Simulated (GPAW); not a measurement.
Write an ASE script for GPAW 26.7.0 that does the following.

| Quantity | Value |
| --- | --- |
| Task | relaxation of cell and atoms |
| Functional | PBEsol |
| Potentials or basis | PAW data sets generated in the run's folder for this functional |
| Cutoff | 800 eV |
| Basis | pw |
| k mesh | 9 × 9 × 9 |
| Occupations | fermi-dirac, width 0.05 eV |
| Spin | collinear spin, ferromagnetic start |
| Starting moments | [2.0, 0.0] μB |
| Target pressure | 20 GPa |
| Maxiter | 150 |
| Optimizer | BFGS |
| Fmax | 0.02 eV/Å |
| Max steps | 60 |
| Target pressure | 20 GPa |
| Convergence | density=1e-05 forces=0.0001 |

The system is CoO.

```
Co O
1.0
     0.00000    2.13150    2.13150
     2.13150    0.00000    2.13150
     2.13150    2.13150    0.00000
Co O
1 1
Cartesian
  0.0000 0.0000 0.0000
  2.1315 2.1315 2.1315
```

One way to write it, as run:

run.py

```python
from ase import Atoms
from ase.filters import FrechetCellFilter
from ase.io import write
from ase.optimize import BFGS
from ase.units import GPa
from gpaw import GPAW, PW, setup_paths

setup_paths.insert(0, '.')

atoms = Atoms(['Co', 'O'],
              cell=[[0.0, 2.1315, 2.1315],
                    [2.1315, 0.0, 2.1315],
                    [2.1315, 2.1315, 0.0]],
              scaled_positions=[[0.0, 0.0, 0.0],
                                [0.5, 0.5, 0.5]],
              pbc=True)
atoms.set_initial_magnetic_moments([2.0, 0.0])

calc = GPAW(mode=PW(800),
            xc='PBEsol',
            kpts={'size': (9, 9, 9), 'gamma': True},
            occupations={'name': 'fermi-dirac', 'width': 0.05},
            nbands=17,
            convergence={'density': 1e-05, 'forces': 0.0001},
            maxiter=150,
            txt='gpaw.txt')
atoms.calc = calc
opt = BFGS(FrechetCellFilter(atoms, scalar_pressure=20 * GPa), trajectory='relax.traj', logfile='-')
done = opt.run(fmax=0.02, steps=60)
calc.write('gs.gpw')
write('result.traj', atoms)
print('Converged:', done)
print('Cell:', atoms.cell.cellpar().round(4))
print('Volume:', round(atoms.get_volume(), 4))
print(atoms.get_scaled_positions().round(5))
```

Potentials or basis: PAW data sets generated in the run's folder for this functional, pw.

Command:

```console
$ gpaw-setup -f PBEsol Co O
$ OMP_NUM_THREADS=1 python run.py
```

It gave:

```
Relaxed volume                                         : 8.20 Å³/atom
Relaxed cell                                           : a = 2.852 Å, b = 2.852 Å, c = 2.852 Å, α = 60.00°, β = 60.00°, γ = 60.00°
Space group after relaxing (to 0.05 Å)                 : Fm-3m (No. 225)
Energy change on relaxing (the enthalpy is what falls) : +42.1 meV/atom
Ionic steps                                            : 4
Pressure after relaxing                                : 19.8 GPa
Band gap on the k mesh                                 : none (metal or under the smearing width)
Net moment                                             : 2.06 μB per cell
Site moments                                           : Co +1.84; O +0.12 μB
```

Caveat: each step starts from the last one's moments, so a moment once lost doesn't come back; later steps reuse the first step's grids; the volume moved by over 15 % at a fixed basis, so the end points are rough; a cell with one magnetic atom can't hold antiferromagnetic order, which such compounds often take; semilocal functionals often make such compounds metallic where correlation or magnetic order opens a gap, which also shifts bond lengths.

Run time: 110 s on 1 thread of Intel(R) Xeon(R) Platinum 8259CL CPU @ 2.50GHz (Skylake/Cascade Lake), on a shared host, peak memory 0.24 GiB.
